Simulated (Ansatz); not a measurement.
## Is this ZnS structure stable?

The structure comes from a generated guess, relaxed at this level; another structure or a mixture of phases may lie lower.

Computed with Ansatz 0.2.0, DFT PBE, scalar-relativistic, plane waves, PAW. Plane waves to 420 eV, a 4×4×8 mesh through Γ for the 8-atom cell and 0.02 eV Gaussian smearing; no spin polarisation.

```cif
data_structure
_symmetry_space_group_name_H-M 'P4_12_12'
_symmetry_Int_Tables_number 92
_cell_length_a 6.6071
_cell_length_b 6.6071
_cell_length_c 3.6456
_cell_angle_alpha 90.000
_cell_angle_beta 90.000
_cell_angle_gamma 90.000
_cell_volume 159.15
loop_
_atom_site_label
_atom_site_type_symbol
_atom_site_symmetry_multiplicity
_atom_site_Wyckoff_symbol
_atom_site_fract_x
_atom_site_fract_y
_atom_site_fract_z
_atom_site_occupancy
Zn1 Zn 4 a 0.66904 0.66904 0.50000 1
S1 S 4 a 0.83100 0.83100 0.00000 1
```

Energies over the elements count from the elements' standard structures at the same level, with no fitted energy shifts.

Task: These tests were run: energy against the elements; phonons on a 1×1×2 q mesh. What do they show?

Result:

```
                       test                         result
energy against the elements                 −0.617 eV/atom
  phonons on a 1×1×2 q mesh  no imaginary mode on the mesh
```

It fails none of these tests. Whether a mixture of other phases lies lower isn't tested here.

The reference form of S is held partly by dispersion forces, which this level lacks. The run for the phonons used a 4×4×8 k mesh.
